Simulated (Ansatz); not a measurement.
Crystal: In.

```
In
1.0
    -1.62547    1.62547    2.47370
     1.62547   -1.62547    2.47370
     1.62547    1.62547   -2.47370
In
1
Direct
  0.00000 0.00000 0.00000
```

Program: Ansatz 0.2.0. Alike in all runs: potentials or basis Ansatz PAW; no spin polarisation; cell as given; k mesh 6 × 6 × 6; cutoff (eV) 420; smearing fermi-dirac 0.05 eV; the mesh is coarse, so values aren't converged. Hardware: 1 × NVIDIA H100 80GB HBM3 with 2 threads of AMD EPYC 7R13 Processor (Zen 3) (shared host).

Task: Order these runs on this cell by their wall time, lowest first.
A. task single point; level PBE0
B. task single point; level PBEsol0
C. task band structure; level HSE06; points for each segment of the path 4

Result: A (9.2 s), B (23 s), C (48 s).

Caveats: all runs use coarse meshes.

Not every run made on this cell is shown here.
